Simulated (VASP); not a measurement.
# C (C2/m) in VASP: a series of runs, part 6 of 9

VASP 6.6.1.

### Step 57. Equation of state, PBEsol, 8.88 Å³/atom

Contents of INCAR:

```
PREC = Accurate
ENCUT = 460
EDIFF = 1E-4
ISMEAR = 0
SIGMA = 0.05
LREAL = F
LASPH = T
NELM = 100
ALGO = Normal
ISIF = 2
LWAVE = F
LCHARG = F
GGA = PS
ADDGRID = F
```

Contents of KPOINTS:

```
regular mesh
0
Gamma
  6 6 4
```

Contents of POSCAR:

```
C
1.0
    2.1058307541     -1.2158746984      0.0000000000
    2.1058307541      1.2158746984      0.0000000000
   -1.3651386822      0.0000000000      3.4674455374
C
2
Direct
    0.1666444700      0.1666444700      0.9999069600
    0.8333555300      0.8333555300      0.0000930400
```

Potentials or basis: VASP PAW PBE potentials, release 64 (C).

Run with:

```bash
$ cat potpaw_PBE.64/C/POTCAR > POTCAR
$ mpirun -np 1 vasp_std > vasp.out
```

It used 2.8 s of CPU time on 1 thread of Intel(R) Xeon(R) Platinum 8488C (Sapphire Rapids), with other jobs on the host, which was overloaded at the time.

The run converged, but some of its settings lie outside the range that counts as converged, so its numbers aren't taken as properties of the crystal.

What came out:

```
Free energy            : -19.2394 eV
Pressure               : 10.3 GPa
Largest force          : 0.055 eV/Å
Band gap on the k mesh : 0.50 eV, indirect (least direct gap 0.53 eV)
```

Caveat: the k mesh is coarse (spacing up to 0.51 Å⁻¹), so the values aren't converged; the cutoff is under 1.25 times the usual one of these potentials, so pressure, stress and relaxed cells hold a basis-set (Pulay) error; the PAW data sets were made with another functional, which shifts forces and pressure a little; this functional lacks dispersion, which binds the layers, so the pressure and a relaxed spacing across them are unreliable.

### Step 58. Equation of state, PBEsol, 9.43 Å³/atom

INCAR is that of step 57.

KPOINTS is that of step 57.

Contents of POSCAR:

```
C
1.0
    2.1483842544     -1.2404444432      0.0000000000
    2.1483842544      1.2404444432      0.0000000000
   -1.3927246737      0.0000000000      3.5375138202
C
2
Direct
    0.1666444700      0.1666444700      0.9999069600
    0.8333555300      0.8333555300      0.0000930400
```

Run with:

```bash
$ cat potpaw_PBE.64/C/POTCAR > POTCAR
$ mpirun -np 1 vasp_std > vasp.out
```

It used 2.9 s of CPU time on 1 thread of Intel(R) Xeon(R) Platinum 8488C (Sapphire Rapids), on a shared host, which was overloaded at the time.

These settings aren't checked as converged: the numbers below hold their error.

What came out:

```yaml
Free_energy: -19.2524 eV
Pressure: -6.2 GPa
Largest_force: 0.049 eV/Å
Band_gap_on_the_k_mesh: 0.45 eV, indirect (least direct gap 0.48 eV)
```

Caveat: the k mesh is coarse (spacing up to 0.50 Å⁻¹), so the values aren't converged; the cutoff is under 1.25 times the usual one of these potentials, so pressure, stress and relaxed cells hold a basis-set (Pulay) error; the PAW data sets were made with another functional, which shifts forces and pressure a little; this functional lacks dispersion, which binds the layers, so the pressure and a relaxed spacing across them are unreliable.

### Step 59. Equation of state, PBEsol, 8.88 Å³/atom

INCAR, as its differences from that of step 58:

```diff
@@ -2,3 +2,3 @@
 ENCUT = 460
-EDIFF = 1E-4
+EDIFF = 1E-5
 ISMEAR = 0
```

KPOINTS is that of step 58.

Contents of POSCAR:

```
C
1.0
    2.1058307541     -1.2158746984      0.0000000000
    2.1058307541      1.2158746984      0.0000000000
   -1.3651386822      0.0000000000      3.4674455374
C
2
Direct
    0.1666444700      0.1666444700      0.9999069600
    0.8333555300      0.8333555300      0.0000930400
```

Run with:

```bash
$ cat potpaw_PBE.64/C/POTCAR > POTCAR
$ mpirun -np 1 vasp_std > vasp.out
```

It used 3.5 s of CPU time on 1 thread of Intel(R) Xeon(R) Platinum 8488C (Sapphire Rapids), on a shared host, which was overloaded at the time.

These settings aren't checked as converged: the numbers below hold their error.

What came out:

```
Free energy            : -19.2395 eV
Pressure               : 10.1 GPa
Largest force          : 0.055 eV/Å
Band gap on the k mesh : 0.50 eV, indirect (least direct gap 0.53 eV)
```

Caveat: the k mesh is coarse (spacing up to 0.51 Å⁻¹), so the values aren't converged; the cutoff is under 1.25 times the usual one of these potentials, so pressure, stress and relaxed cells hold a basis-set (Pulay) error; the PAW data sets were made with another functional, which shifts forces and pressure a little; this functional lacks dispersion, which binds the layers, so the pressure and a relaxed spacing across them are unreliable.

### Step 60. Equation of state, PBEsol, 9.43 Å³/atom

INCAR is that of step 59.

KPOINTS is that of step 59.

Contents of POSCAR:

```
C
1.0
    2.1483842544     -1.2404444432      0.0000000000
    2.1483842544      1.2404444432      0.0000000000
   -1.3927246737      0.0000000000      3.5375138202
C
2
Direct
    0.1666444700      0.1666444700      0.9999069600
    0.8333555300      0.8333555300      0.0000930400
```

Potentials or basis: VASP PAW PBE potentials, release 64 (C).

Run with:

```bash
$ cat potpaw_PBE.64/C/POTCAR > POTCAR
$ mpirun -np 1 vasp_std > vasp.out
```

It used 3.5 s of CPU time on 1 thread of Intel(R) Xeon(R) Platinum 8488C (Sapphire Rapids), with other jobs on the host, which was overloaded at the time.

These settings aren't checked as converged: the numbers below hold their error.

What came out:

```yaml
Free_energy: -19.2524 eV
Pressure: -6.3 GPa
Largest_force: 0.049 eV/Å
Band_gap_on_the_k_mesh: 0.45 eV, indirect (least direct gap 0.48 eV)
```

Caveat: the k mesh is coarse (spacing up to 0.50 Å⁻¹), so the values aren't converged; the cutoff is under 1.25 times the usual one of these potentials, so pressure, stress and relaxed cells hold a basis-set (Pulay) error; the PAW data sets were made with another functional, which shifts forces and pressure a little; this functional lacks dispersion, which binds the layers, so the pressure and a relaxed spacing across them are unreliable.

### Step 61. Equation of state, PBEsol, 8.88 Å³/atom

INCAR, as its differences from that of step 60:

```diff
@@ -2,3 +2,3 @@
 ENCUT = 460
-EDIFF = 1E-5
+EDIFF = 1E-6
 ISMEAR = 0
@@ -13,2 +13,2 @@
 GGA = PS
-ADDGRID = F
+ADDGRID = T
```

KPOINTS is that of step 60.

Contents of POSCAR:

```
C
1.0
    2.1058307541     -1.2158746984      0.0000000000
    2.1058307541      1.2158746984      0.0000000000
   -1.3651386822      0.0000000000      3.4674455374
C
2
Direct
    0.1666444700      0.1666444700      0.9999069600
    0.8333555300      0.8333555300      0.0000930400
```

Run with:

```bash
$ cat potpaw_PBE.64/C/POTCAR > POTCAR
$ mpirun -np 1 vasp_std > vasp.out
```

It used 4 s of CPU time on 1 thread of Intel(R) Xeon(R) Platinum 8488C (Sapphire Rapids) (shared host), which was overloaded at the time.

The run converged, but some of its settings lie outside the range that counts as converged, so its numbers aren't taken as properties of the crystal.

Results:

```
Free energy            : -19.2395 eV
Pressure               : 10.1 GPa
Largest force          : 0.055 eV/Å
Band gap on the k mesh : 0.50 eV, indirect (least direct gap 0.53 eV)
```

Caveat: the k mesh is coarse (spacing up to 0.51 Å⁻¹), so the values aren't converged; the cutoff is under 1.25 times the usual one of these potentials, so pressure, stress and relaxed cells hold a basis-set (Pulay) error; the PAW data sets were made with another functional, which shifts forces and pressure a little; this functional lacks dispersion, which binds the layers, so the pressure and a relaxed spacing across them are unreliable.

### Step 62. Equation of state, PBEsol, 9.43 Å³/atom

INCAR is that of step 61.

KPOINTS is that of step 61.

Contents of POSCAR:

```
C
1.0
    2.1483842544     -1.2404444432      0.0000000000
    2.1483842544      1.2404444432      0.0000000000
   -1.3927246737      0.0000000000      3.5375138202
C
2
Direct
    0.1666444700      0.1666444700      0.9999069600
    0.8333555300      0.8333555300      0.0000930400
```

Run with:

```bash
$ cat potpaw_PBE.64/C/POTCAR > POTCAR
$ mpirun -np 1 vasp_std > vasp.out
```

It used 4.1 s of CPU time on 1 thread of Intel(R) Xeon(R) Platinum 8488C (Sapphire Rapids), with other jobs on the host, which was overloaded at the time.

The run converged, but some of its settings lie outside the range that counts as converged, so its numbers aren't taken as properties of the crystal.

What came out:

| Property | Result |
| --- | --- |
| Free energy | -19.2524 eV |
| Pressure | -6.3 GPa |
| Largest force | 0.049 eV/Å |
| Band gap on the k mesh | 0.45 eV, indirect (least direct gap 0.48 eV) |

Caveat: the k mesh is coarse (spacing up to 0.50 Å⁻¹), so the values aren't converged; the cutoff is under 1.25 times the usual one of these potentials, so pressure, stress and relaxed cells hold a basis-set (Pulay) error; the PAW data sets were made with another functional, which shifts forces and pressure a little; this functional lacks dispersion, which binds the layers, so the pressure and a relaxed spacing across them are unreliable.

### Step 63. Equation of state, PBEsol, 8.88 Å³/atom

INCAR, as its differences from that of step 62:

```diff
@@ -6,3 +6,3 @@
 LREAL = F
-LASPH = T
+LASPH = F
 NELM = 100
@@ -13,2 +13,2 @@
 GGA = PS
-ADDGRID = T
+ADDGRID = F
```

KPOINTS is that of step 62.

Contents of POSCAR:

```
C
1.0
    2.1058307541     -1.2158746984      0.0000000000
    2.1058307541      1.2158746984      0.0000000000
   -1.3651386822      0.0000000000      3.4674455374
C
2
Direct
    0.1666444700      0.1666444700      0.9999069600
    0.8333555300      0.8333555300      0.0000930400
```

Potentials or basis: VASP PAW PBE potentials, release 64 (C).

Run with:

```bash
$ cat potpaw_PBE.64/C/POTCAR > POTCAR
$ mpirun -np 1 vasp_std > vasp.out
```

It used 3.6 s of CPU time on 1 thread of Intel(R) Xeon(R) Platinum 8488C (Sapphire Rapids), on a shared host, which was overloaded at the time.

These settings aren't checked as converged: the numbers below hold their error.

Results:

```
Free energy            : -19.2360 eV
Pressure               : 10.2 GPa
Largest force          : 0.055 eV/Å
Band gap on the k mesh : 0.50 eV, indirect (least direct gap 0.53 eV)
```

Caveat: the k mesh is coarse (spacing up to 0.51 Å⁻¹), so the values aren't converged; the cutoff is under 1.25 times the usual one of these potentials, so pressure, stress and relaxed cells hold a basis-set (Pulay) error; the PAW data sets were made with another functional, which shifts forces and pressure a little; this functional lacks dispersion, which binds the layers, so the pressure and a relaxed spacing across them are unreliable.

### Step 64. Equation of state, PBEsol, 9.43 Å³/atom

INCAR is that of step 63.

KPOINTS is that of step 63.

Contents of POSCAR:

```
C
1.0
    2.1483842544     -1.2404444432      0.0000000000
    2.1483842544      1.2404444432      0.0000000000
   -1.3927246737      0.0000000000      3.5375138202
C
2
Direct
    0.1666444700      0.1666444700      0.9999069600
    0.8333555300      0.8333555300      0.0000930400
```

Run with:

```bash
$ cat potpaw_PBE.64/C/POTCAR > POTCAR
$ mpirun -np 1 vasp_std > vasp.out
```

It used 3.3 s of CPU time on 1 thread of Intel(R) Xeon(R) Platinum 8488C (Sapphire Rapids) (shared host), which was overloaded at the time.

The run converged, but some of its settings lie outside the range that counts as converged, so its numbers aren't taken as properties of the crystal.

What came out:

* Free energy: -19.2496 eV
* Pressure: -6.2 GPa
* Largest force: 0.049 eV/Å
* Band gap on the k mesh: 0.45 eV, indirect (least direct gap 0.48 eV)

Caveat: the k mesh is coarse (spacing up to 0.50 Å⁻¹), so the values aren't converged; the cutoff is under 1.25 times the usual one of these potentials, so pressure, stress and relaxed cells hold a basis-set (Pulay) error; the PAW data sets were made with another functional, which shifts forces and pressure a little; this functional lacks dispersion, which binds the layers, so the pressure and a relaxed spacing across them are unreliable.

### Step 65. Equation of state, PBEsol, 8.88 Å³/atom

Contents of INCAR:

```
PREC = Normal
ENCUT = 460
EDIFF = 1E-4
ISMEAR = 0
SIGMA = 0.05
LREAL = Auto
LASPH = T
NELM = 100
ALGO = Normal
ISIF = 2
LWAVE = F
LCHARG = F
GGA = PS
ADDGRID = F
```

KPOINTS is that of step 64.

Contents of POSCAR:

```
C
1.0
    2.1058307541     -1.2158746984      0.0000000000
    2.1058307541      1.2158746984      0.0000000000
   -1.3651386822      0.0000000000      3.4674455374
C
2
Direct
    0.1666444700      0.1666444700      0.9999069600
    0.8333555300      0.8333555300      0.0000930400
```

Run with:

```bash
$ cat potpaw_PBE.64/C/POTCAR > POTCAR
$ mpirun -np 1 vasp_std > vasp.out
```

Wall time 7.1 s (1 thread of Intel Xeon Platinum 8488C (Sapphire Rapids), shared host); peak memory 0.1 GiB.

These settings aren't checked as converged: the numbers below hold their error.

Results:

* Free energy: -19.2406 eV
* Pressure: 10.4 GPa
* Largest force: 0.055 eV/Å
* Band gap on the k mesh: 0.50 eV, indirect (least direct gap 0.53 eV)

Caveat: the k mesh is coarse (spacing up to 0.51 Å⁻¹), so the values aren't converged; the cutoff is under 1.25 times the usual one of these potentials, so pressure, stress and relaxed cells hold a basis-set (Pulay) error; the PAW data sets were made with another functional, which shifts forces and pressure a little; this functional lacks dispersion, which binds the layers, so the pressure and a relaxed spacing across them are unreliable.

### Step 66. Equation of state, PBEsol, 9.43 Å³/atom

INCAR is that of step 65.

KPOINTS is that of step 65.

Contents of POSCAR:

```
C
1.0
    2.1483842544     -1.2404444432      0.0000000000
    2.1483842544      1.2404444432      0.0000000000
   -1.3927246737      0.0000000000      3.5375138202
C
2
Direct
    0.1666444700      0.1666444700      0.9999069600
    0.8333555300      0.8333555300      0.0000930400
```

Potentials or basis: VASP PAW PBE potentials, release 64 (C).

Run with:

```bash
$ cat potpaw_PBE.64/C/POTCAR > POTCAR
$ mpirun -np 1 vasp_std > vasp.out
```

Run time: 7.1 s. Hardware: 1 thread of Intel Xeon Platinum 8488C (Sapphire Rapids), shared host; peak memory 0.11 GiB.

The run converged, but some of its settings lie outside the range that counts as converged, so its numbers aren't taken as properties of the crystal.

What came out:

- Free energy: -19.2536 eV
- Pressure: -6.2 GPa
- Largest force: 0.049 eV/Å
- Band gap on the k mesh: 0.45 eV, indirect (least direct gap 0.48 eV)

Caveat: the k mesh is coarse (spacing up to 0.50 Å⁻¹), so the values aren't converged; the cutoff is under 1.25 times the usual one of these potentials, so pressure, stress and relaxed cells hold a basis-set (Pulay) error; the PAW data sets were made with another functional, which shifts forces and pressure a little; this functional lacks dispersion, which binds the layers, so the pressure and a relaxed spacing across them are unreliable.

### Step 67. Equation of state, PBEsol, 8.88 Å³/atom

Contents of INCAR:

```
PREC = Accurate
ENCUT = 520
EDIFF = 1E-6
ISMEAR = 0
SIGMA = 0.05
LREAL = F
LASPH = T
NELM = 100
ALGO = Normal
ISIF = 2
LWAVE = F
LCHARG = F
GGA = PS
ADDGRID = F
```

KPOINTS is that of step 66.

Contents of POSCAR:

```
C
1.0
    2.1058307541     -1.2158746984      0.0000000000
    2.1058307541      1.2158746984      0.0000000000
   -1.3651386822      0.0000000000      3.4674455374
C
2
Direct
    0.1666444700      0.1666444700      0.9999069600
    0.8333555300      0.8333555300      0.0000930400
```

Run with:

```bash
$ cat potpaw_PBE.64/C/POTCAR > POTCAR
$ mpirun -np 1 vasp_std > vasp.out
```

It used 5.1 s of CPU time on 1 thread of Intel(R) Xeon(R) Platinum 8488C (Sapphire Rapids), on a shared host, which was overloaded at the time.

These settings aren't checked as converged: the numbers below hold their error.

What came out:

```yaml
Free_energy: -19.2361 eV
Pressure: 10.4 GPa
Largest_force: 0.055 eV/Å
Band_gap_on_the_k_mesh: 0.50 eV, indirect (least direct gap 0.53 eV)
```

Caveat: the k mesh is coarse (spacing up to 0.51 Å⁻¹), so the values aren't converged; the PAW data sets were made with another functional, which shifts forces and pressure a little; this functional lacks dispersion, which binds the layers, so the pressure and a relaxed spacing across them are unreliable.

### Step 68. Equation of state, PBEsol, 9.43 Å³/atom

INCAR is that of step 67.

KPOINTS is that of step 67.

Contents of POSCAR:

```
C
1.0
    2.1483842544     -1.2404444432      0.0000000000
    2.1483842544      1.2404444432      0.0000000000
   -1.3927246737      0.0000000000      3.5375138202
C
2
Direct
    0.1666444700      0.1666444700      0.9999069600
    0.8333555300      0.8333555300      0.0000930400
```

Run with:

```bash
$ cat potpaw_PBE.64/C/POTCAR > POTCAR
$ mpirun -np 1 vasp_std > vasp.out
```

Run time: 11 s. Hardware: 1 thread of Intel Xeon Platinum 8488C (Sapphire Rapids), shared host; peak memory 0.12 GiB.

The run converged, but some of its settings lie outside the range that counts as converged, so its numbers aren't taken as properties of the crystal.

What came out:

```yaml
Free_energy: -19.2491 eV
Pressure: -6.1 GPa
Largest_force: 0.049 eV/Å
Band_gap_on_the_k_mesh: 0.45 eV, indirect (least direct gap 0.48 eV)
```

Caveat: the k mesh is coarse (spacing up to 0.50 Å⁻¹), so the values aren't converged; the PAW data sets were made with another functional, which shifts forces and pressure a little; this functional lacks dispersion, which binds the layers, so the pressure and a relaxed spacing across them are unreliable.

### Step 69. Equation of state, PBEsol, 8.88 Å³/atom

INCAR, as its differences from that of step 68:

```diff
@@ -1,3 +1,3 @@
 PREC = Accurate
-ENCUT = 520
+ENCUT = 280
 EDIFF = 1E-6
```

Contents of KPOINTS:

```
regular mesh
0
Gamma
  9 9 6
```

Contents of POSCAR:

```
C
1.0
    2.1058307541     -1.2158746984      0.0000000000
    2.1058307541      1.2158746984      0.0000000000
   -1.3651386822      0.0000000000      3.4674455374
C
2
Direct
    0.1666444700      0.1666444700      0.9999069600
    0.8333555300      0.8333555300      0.0000930400
```

Potentials or basis: VASP PAW PBE potentials, release 64 (C).

Run with:

```bash
$ cat potpaw_PBE.64/C/POTCAR > POTCAR
$ mpirun -np 1 vasp_std > vasp.out
```

It used 5 s of CPU time on 1 thread of Intel(R) Xeon(R) Platinum 8488C (Sapphire Rapids), on a shared host, which was overloaded at the time.

The run converged, but a check on its numbers failed (symmetry, net force, bounds or a known fault of this set-up), so they aren't taken as properties of the crystal.

Caveat: the cutoff lies under the usual one of these potentials, so the numbers hold a large basis-set error; the PAW data sets were made with another functional, which shifts forces and pressure a little; an odd mesh through Γ misses points on the zone boundary, where band edges often lie; this functional lacks dispersion, which binds the layers, so the pressure and a relaxed spacing across them are unreliable.

### Step 70. Equation of state, PBEsol, 9.43 Å³/atom

INCAR is that of step 69.

KPOINTS is that of step 69.

Contents of POSCAR:

```
C
1.0
    2.1483842544     -1.2404444432      0.0000000000
    2.1483842544      1.2404444432      0.0000000000
   -1.3927246737      0.0000000000      3.5375138202
C
2
Direct
    0.1666444700      0.1666444700      0.9999069600
    0.8333555300      0.8333555300      0.0000930400
```

Run with:

```bash
$ cat potpaw_PBE.64/C/POTCAR > POTCAR
$ mpirun -np 1 vasp_std > vasp.out
```

Wall time 11 s (1 thread of Intel Xeon Platinum 8488C (Sapphire Rapids), shared host); peak memory 0.11 GiB.

The run converged, but a check on its numbers failed (symmetry, net force, bounds or a known fault of this set-up), so they aren't taken as properties of the crystal.

Caveat: the cutoff lies under the usual one of these potentials, so the numbers hold a large basis-set error; the PAW data sets were made with another functional, which shifts forces and pressure a little; an odd mesh through Γ misses points on the zone boundary, where band edges often lie; this functional lacks dispersion, which binds the layers, so the pressure and a relaxed spacing across them are unreliable.

### Step 71. Equation of state, PBEsol, 8.88 Å³/atom

INCAR, as its differences from that of step 70:

```diff
@@ -1,3 +1,3 @@
 PREC = Accurate
-ENCUT = 280
+ENCUT = 650
 EDIFF = 1E-6
```

Contents of KPOINTS:

```
regular mesh
0
Gamma
  6 6 4
```

Contents of POSCAR:

```
C
1.0
    2.1058307541     -1.2158746984      0.0000000000
    2.1058307541      1.2158746984      0.0000000000
   -1.3651386822      0.0000000000      3.4674455374
C
2
Direct
    0.1666444700      0.1666444700      0.9999069600
    0.8333555300      0.8333555300      0.0000930400
```

Run with:

```bash
$ cat potpaw_PBE.64/C/POTCAR > POTCAR
$ mpirun -np 1 vasp_std > vasp.out
```

Run time: 10 s. Hardware: 1 thread of Intel Xeon Platinum 8488C (Sapphire Rapids), shared host; peak memory 0.13 GiB.

These settings aren't checked as converged: the numbers below hold their error.

Results:

| Property | Result |
| --- | --- |
| Free energy | -19.2455 eV |
| Pressure | 9.8 GPa |
| Largest force | 0.056 eV/Å |
| Band gap on the k mesh | 0.50 eV, indirect (least direct gap 0.53 eV) |

Caveat: the k mesh is coarse (spacing up to 0.51 Å⁻¹), so the values aren't converged; the PAW data sets were made with another functional, which shifts forces and pressure a little; this functional lacks dispersion, which binds the layers, so the pressure and a relaxed spacing across them are unreliable.

(Part 6 of 9 ends here.)
